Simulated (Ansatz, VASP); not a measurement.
**One calculation of Na, two programs**

```
Na
1.0
     3.71609    0.00000    0.00000
    -1.85804    3.21823    0.00000
     0.00000    0.00000    6.07083
Na
2
Cartesian
  1.8580 1.0727 4.5531
  0.0000 2.1455 1.5177
```

Change from the starting cell: volume scaled by 0.96.

Alike in both runs: task single point; functional PBE; k mesh 8 × 8 × 5; occupations fermi-dirac, width 0.05 eV; no spin polarisation.

```csv
,VASP,Ansatz
version,VASP 6.6.1,Ansatz 0.2.0
potentials or method,"VASP PAW PBE potentials, release 64 (Na_pv)",Ansatz PAW
plane-wave cutoff (eV),520,420
valence electrons in the cell,14,18
```

|  | VASP | Ansatz | Ansatz less VASP |
| --- | --- | --- | --- |
| gap on the k mesh at the Fermi level (eV) | none | none | - |
| pressure (GPa) | 0.2 | 0.2 | 0.00 |
| largest component of the traceless stress (GPa) | 0.17 | 0.17 | 0.000 |

A gap of «none» marks a metal or a gap that the smearing closes. With one functional, cell and mesh, what is left measures potentials, basis and numerics. The two sets of potentials don't hold the same shells in valence.
